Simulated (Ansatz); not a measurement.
Boltzmann transport of C at constant τ

Level of theory: DFT PBE+D3(BJ), scalar-relativistic, plane waves, PAW (Ansatz). Cutoff 420 eV, 12×12×12 k-points (Γ-centred), Gaussian smearing of 0.02 eV. No spin polarisation.

Relaxed structure:
```yaml
crystal:
  lattice:
    - [1.23253, 0.71160, 3.34938]
    - [-1.23253, 0.71160, 3.34938]
    - [0.00000, -1.42320, 3.34938]
  atoms:
    - { symbol: C, position: [0.16658, 0.16658, 0.16658] }
    - { symbol: C, position: [0.83342, 0.83342, 0.83342] }
```

Constant relaxation time and rigid bands. The levels are interpolated over the whole zone and filled by a Fermi function at the stated temperature, with the chemical potential set by the electron count. The Kohn–Sham gap on the mesh is 0.66 eV and isn't corrected.

Q: Give the Drude plasma energies, the density of states at the chemical potential and σ/τ at 300 K.

A:
```
Plasma energy xx, yy, zz                : 0.79, 0.79, 0.17 eV
Density of states (thermally broadened) : 0.00 states/eV/cell
Conductivity over τ, xx, yy, zz         : 0.1, 0.1, 0.0 ×10²⁰ (Ω·m·s)⁻¹
```

Q: And the Seebeck coefficient (μV/K)?

A:
```
T (K) Sxx Syy Szz
  300  0.6  0.6  11.3
  600  1.2  1.2  23.4
  900  1.8  1.8  35.1
```

Cost: 1 run of about 2 core-minutes, on Intel Xeon 6975P-C (Granite Rapids) (shared hosts).